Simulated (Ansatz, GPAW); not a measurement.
Given: the input of a run of GPAW 26.7.0 (ASE script) on MnS. 

File run.py:

```python
from ase.dft.bandgap import bandgap
from ase.io import read, write
from ase.units import GPa
from gpaw import GPAW, PW

atoms = read('MnS.xyz')
atoms.set_initial_magnetic_moments([4.0, 0.0])

calc = GPAW(mode=PW(600),
            xc='PBE',
            kpts={'size': (9, 9, 9), 'gamma': True},
            occupations={'name': 'methfessel-paxton', 'order': 0, 'width': 0.023},
            nbands=21,
            convergence={'density': 1e-05, 'energy': 1e-05},
            maxiter=150,
            txt='gpaw.txt')
atoms.calc = calc
energy = atoms.get_potential_energy()
forces = atoms.get_forces()
stress = atoms.get_stress()
calc.write('gs.gpw')
write('result.traj', atoms)
print(f'Energy: {energy:.6f} eV')
print('Forces (eV/A):')
print(forces.round(4))
print('Stress (GPa):', (stress / GPa).round(3))
print('Moments:', calc.get_magnetic_moments().round(3))
print('Fermi level:', round(calc.get_fermi_level(), 4), 'eV')
print(f'Gap: {bandgap(calc)[0]:.4f} eV, direct: {bandgap(calc, direct=True)[0]:.4f} eV')
```

Contents of MnS.xyz:

```xyz
2
Lattice="0.0000000000 2.6045000000 2.6045000000 2.6045000000 0.0000000000 2.6045000000 2.6045000000 2.6045000000 0.0000000000" Properties=species:S:1:pos:R:3 pbc="T T T"
Mn     0.0000000000      0.0000000000      0.0000000000
S      2.6045000000      2.6045000000      2.6045000000
```

Potentials or basis: GPAW PAW data sets (gpaw-data 1.2.1), pw.

Run with:

```sh
$ OMP_NUM_THREADS=1 python run.py
```

Task: Set up the same calculation for Ansatz 0.2.0. Potentials or basis there: all-electron LAPW, scalar-relativistic.

Result: As run (cutoffs and basis follow the program's own potentials, and thresholds, step limits or extra output files can differ):

The input input.yaml:

```yaml
crystal:
  lattice:
    - [0.0, 2.6045, 2.6045]
    - [2.6045, 0.0, 2.6045]
    - [2.6045, 2.6045, 0.0]
  atoms:
    - { symbol: Mn, position: [0.0, 0.0, 0.0], spin: 4.0 }
    - { symbol: S, position: [0.5, 0.5, 0.5] }
kpoints:
  mp_grid: { grid: [9, 9, 9] }
scf:
  occupations: { method: gaussian, width: 0.023 }
hamiltonian:
  xc: pbe
  pseudopotentials: { kind: all_electron, lapw: { basis_error: 0.001 } }
magnetization:
  spin_polarized: true
output:
  forces: true
  stress: true
  eigenvalues: true
```

Potentials or basis: all-electron LAPW, scalar-relativistic.

The run is started by

```bash
$ ansatz run input.yaml --threads 2 --pin off --max-ram 6144MiB --backend cpu --events-out ev --progress --plain --runs-dir out
```

Both were run:

|  | GPAW | Ansatz |
| --- | --- | --- |
| Pressure | -2.9 GPa | -2.8 GPa |
| Net moment | 4.70 μB per cell | 4.72 μB per cell |

Where Ansatz's input types no cutoff or centring, it takes its own default and a Γ-centred mesh.

The magnetic state is the one that the start led to; the real crystal's order can differ.

Pressure is positive in compression.
